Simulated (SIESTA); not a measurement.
Al:

```
Al
1.0
    -1.59122    1.59122    1.59122
     1.59122   -1.59122    1.59122
     1.59122    1.59122   -1.59122
Al
1
Direct
  0.00000 0.00000 0.00000
```

This isn't the form of Al at room conditions, which is fcc.

- Program: SIESTA 5.4.2
- Task: single point
- Functional: PBE
- Potentials or basis: PseudoDojo 0.4 standard (PBE files)
- Basis: DZP (energy shift 0.002 Ry; radii capped at 9.5 bohr)
- Grid cutoff: 500 Ry
- Energy shift: 0.002 Ry
- k mesh: 12 × 12 × 12
- Occupations: fermi-dirac, width 0.05 eV
- Spin: no spin polarisation

On this cell: pressure 4.3 GPa; band gap on the k mesh none (metal or under the smearing width).

The same run follows on a disturbed copy (cell strained at random at fixed volume):

```xyz
1
Lattice="-1.6989 1.5643 1.6008 1.6310 -1.5829 1.5514 1.6604 1.5443 -1.6194" Properties=species:S:1:pos:R:3 pbc="T T T"
Al    0.0311   -0.0117    0.0086
```

Q: What does the disturbed cell give?

A: The energy (extrapolated to zero smearing) moves by +2.0 meV/atom; pressure 4.4 GPa; band gap on the k mesh none (metal or under the smearing width).

Stress tensor (GPa, compression positive):
```
5.68 0.64 1.62
0.64 3.77 0.62
1.62 0.62 3.78
```

Caveats: the basis of atomic orbitals isn't converged, which shifts pressures, moduli and gaps.
